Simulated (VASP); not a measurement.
# NaH in VASP 6.6.1, single-point calculation

INCAR

```
NELECT = 7.9
GGA = AM
NELM = 120
ENCUT = 520
EDIFF = 1E-7
NSW = 0
ISIF = 2
LREAL = .FALSE.
IBRION = -1
NBANDS = 11
ISMEAR = -1
SIGMA = 0.02
LCHARG = .FALSE.
LASPH = .TRUE.
PREC = Accurate
LWAVE = .FALSE.
```

KPOINTS

```
KPOINTS created by Atomic Simulation Environment
0
Gamma
10 10 10
0 0 0
```

POSCAR

```
Na H
 1.0000000000000000
     0.0000000000000000    2.3900799992000001    2.3975122873000001
     2.3900799992000001    0.0000000000000000    2.3975122873000001
     2.3900799992000001    2.3900799992000001    0.0000000000000000
 Na  H
   1   1
Cartesian
  0.0000000000000000  0.0000000000000000  0.0000000000000000
  2.3900799991999997  2.3900799991999997  2.3975122872999997
```

The recommended PBE PAW datasets give the neutral cell 8 valence electrons.

Command

```
mpirun -np 1 vasp_std
```

OSZICAR

```
N       E                     dE             d eps       ncg     rms          rms(c)
DAV:   1     0.373627685340E+02    0.37363E+02   -0.39490E+03  2256   0.618E+02
DAV:   2    -0.374905478658E+01   -0.41112E+02   -0.40521E+02  2339   0.193E+02
DAV:   3    -0.503573574704E+01   -0.12867E+01   -0.12820E+01  2727   0.327E+01
DAV:   4    -0.504422546779E+01   -0.84897E-02   -0.84879E-02  2563   0.267E+00
DAV:   5    -0.504429359004E+01   -0.68122E-04   -0.68121E-04  2603   0.248E-01    0.250E+00
DAV:   6    -0.486945547274E+01    0.17484E+00   -0.16368E-01  2638   0.325E+00    0.125E+00
DAV:   7    -0.481035653371E+01    0.59099E-01   -0.21349E-01  2562   0.220E+00    0.297E-01
DAV:   8    -0.481305724102E+01   -0.27007E-02   -0.60880E-03  2537   0.836E-01    0.983E-02
DAV:   9    -0.481369609056E+01   -0.63885E-03   -0.12954E-03  2576   0.221E-01    0.228E-02
DAV:  10    -0.481367801421E+01    0.18076E-04   -0.51407E-05  2580   0.636E-02    0.427E-03
DAV:  11    -0.481368256794E+01   -0.45537E-05   -0.11050E-05  2492   0.158E-02    0.549E-03
DAV:  12    -0.481368178267E+01    0.78527E-06   -0.17417E-06  2529   0.845E-03    0.265E-04
DAV:  13    -0.481368179352E+01   -0.10854E-07   -0.63206E-08  2325   0.137E-03
   1 F= -.48136818E+01 E0= -.48125827E+01  d E =-.219828E-02
```

Standard output (part)

```
POSCAR found type information on POSCAR NaH
 POSCAR found :  2 types and       2 ions
 LDA part: xc-table for (Slater+PW92), standard interpolation
 POSCAR, INCAR and KPOINTS ok, starting setup
 WAVECAR not read
 entering main loop
 the old and the new charge density differ
    0.250E+00
```

From OUTCAR

```
k-points           NKPTS =    102   k-points in BZ     NKDIM =    102   number of bands    NBANDS=     11

   NELECT =       7.9000    total number of electrons

   dimension x,y,z NGX =    28 NGY =   28 NGZ =   28
   dimension x,y,z NGXF=    56 NGYF=   56 NGZF=   56

  energy-cutoff  :      520.00
  volume of cell :       27.39
      direct lattice vectors                 reciprocal lattice vectors
     0.000000000  2.390079999  2.397512287    -0.209198019  0.209198019  0.208549505
     2.390079999  0.000000000  2.397512287     0.209198019 -0.209198019  0.208549505
     2.390079999  2.390079999  0.000000000     0.209198019  0.209198019 -0.208549505

 k-points in reciprocal lattice and weights: KPOINTS created by Atomic Simulation Env
   0.00000000  0.00000000  0.00000000       0.001
   0.10000000  0.00000000  0.00000000       0.008
   0.20000000  0.00000000  0.00000000       0.008
   0.30000000  0.00000000  0.00000000       0.008
   0.40000000  0.00000000  0.00000000       0.008
   0.50000000  0.00000000  0.00000000       0.004
   0.10000000  0.10000000  0.00000000       0.002
   0.20000000  0.10000000  0.00000000       0.008
   ...

 E-fermi :  -1.0985

 k-point     1 :       0.0000    0.0000    0.0000
  band No.  band energies     occupation
      1     -22.7910      2.00000
      2     -22.7900      2.00000
      3     -22.7900      2.00000
      4      -4.6473      2.00000
      5       9.7492      0.00000
      6      14.9459      0.00000
      7      14.9642      0.00000
      8      14.9642      0.00000
      9      15.8218      0.00000
     10      15.8251      0.00000
     11      15.8251      0.00000

 k-point     2 :       0.1000    0.0000    0.0000
  band No.  band energies     occupation
      1     -22.8006      2.00000
      2     -22.7919      2.00000
      3     -22.7912      2.00000
      4      -4.4714      2.00000
      5       9.1627      0.00000
      6      12.7682      0.00000
      7      14.3114      0.00000
      8      14.3299      0.00000
      9      16.5880      0.00000
     10      16.5913      0.00000
     11      16.6906      0.00000

 k-point     3 :       0.2000    0.0000    0.0000
  band No.  band energies     occupation
      1     -22.8273      2.00000
      2     -22.7951      2.00000
      3     -22.7942      2.00000
      4      -3.9606      2.00000
      5       7.4834      0.00000
      6      11.2254      0.00000
      7      13.5822      0.00000
      8      13.6107      0.00000
      9      17.0554      0.00000
     10      17.0975      0.00000
     11      17.7312      0.00000

 k-point     4 :       0.3000    0.0000    0.0000
  band No.  band energies     occupation
      1     -22.8598      2.00000
      2     -22.7990      2.00000
      3     -22.7980      2.00000
      4      -3.1790      2.00000
      5       5.4137      0.00000
      6      10.4888      0.00000
      7      13.0529      0.00000
      8      13.0908      0.00000
      9      16.4969      0.00000
     10      16.5568      0.00000
     11      18.5032      0.00000

 k-point     5 :       0.4000    0.0000    0.0000
  band No.  band energies     occupation
      1     -22.8859      2.00000
      2     -22.8022      2.00000
      3     -22.8011      2.00000
      4      -2.3044      2.00000
      5       3.6726      0.00000
      6      10.1381      0.00000
      7      12.7359      0.00000
      8      12.7805      0.00000
      9      15.9844      0.00000
     10      16.0424      0.00000
     11      18.5405      0.00000

 ...

  Total       -0.1806275     -0.1806275     -0.1893837      0.0000000      0.0000000     -0.0000000
  in kB      -10.5652275    -10.5652275    -11.0773889      0.0000000      0.0000000     -0.0000000
  external PRESSURE =     -10.7359480 kB  Pullay stress =       0.0000000 kB

 POSITION                                       TOTAL-FORCE (eV/Angst)
 -----------------------------------------------------------------------------------
      0.00000      0.00000      0.00000        -0.000000      0.000000      0.000000
      2.39008      2.39008      2.39751         0.000000     -0.000000     -0.000000
 -----------------------------------------------------------------------------------
    total drift:                               -0.000000     -0.000000     -0.000000

  FREE ENERGIE OF THE ION-ELECTRON SYSTEM (eV)
  ---------------------------------------------------
  free  energy   TOTEN  =        -4.8136817935 eV

  energy  without entropy=       -4.8114835103  energy(sigma->0) =       -4.81258265
```

It converged. Results: pressure -1.1 GPa.

The cell is charged and sits in a uniform background.

For comparison, a separate PBE run of the intended cell, on usual settings and not on those above, gives a gap of 3.83 eV on its mesh and a pressure of 0.7 GPa.

The run above took about 16 s on one core of a shared host (Intel Xeon 6975P-C) and held 0.16 GiB at most.
